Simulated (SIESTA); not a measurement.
Bi:

```
CELL_PARAMETERS angstrom
-4.44975 4.44975 2.06563
4.44975 -4.44975 2.06563
4.44975 4.44975 -2.06563
ATOMIC_POSITIONS crystal
Bi 0.14566 0.35434 0.50000
Bi 0.85434 0.64566 0.50000
Bi 0.64566 0.14566 0.79131
Bi 0.35434 0.85434 0.20869
```

This isn't the form of Bi at room conditions, which is rhombohedral.

* Program: SIESTA 5.4.2
* Task: single point
* Functional: PBEsol
* Potentials or basis: PseudoDojo 0.4 standard (PBEsol files)
* Basis: DZP (energy shift 0.003 Ry; two zetas on semicore shells)
* Grid cutoff: 500 Ry
* Energy shift: 0.003 Ry
* k mesh: 7 × 7 × 7
* Occupations: fermi-dirac, width 0.05 eV
* Spin: no spin polarisation

On this cell: pressure -1.1 GPa; largest force 0.011 eV/Å; band gap on the k mesh none (metal or under the smearing width).

The same run follows on a disturbed copy (atoms moved at random, drawn with an rms of 0.05 Å):

```
Bi
1.0
    -4.44975    4.44975    2.06563
     4.44975   -4.44975    2.06563
     4.44975    4.44975   -2.06563
Bi
4
Direct
  0.14799 0.35691 0.50230
  0.85441 0.64374 0.49560
  0.65418 0.14783 0.79153
  0.34426 0.84668 0.21266
```

What does the disturbed cell give?

The energy (extrapolated to zero smearing) moves by +1.7 meV/atom; pressure -0.9 GPa; largest force 0.163 eV/Å; band gap on the k mesh none (metal or under the smearing width).

Forces on the atoms (eV/Å):
```
Bi  -0.104  0.050 -0.008
Bi   0.155  0.036 -0.027
Bi   0.105 -0.040  0.023
Bi  -0.156 -0.046  0.012
```

Stress tensor (GPa, compression positive):
```
-0.64 -0.02  0.02
-0.02 -1.05  0.09
 0.02  0.09 -1.13
```

Caveats: spin-orbit coupling is left out, which moves the levels of the heavy elements; the basis of atomic orbitals isn't converged, which shifts pressures, moduli and gaps.
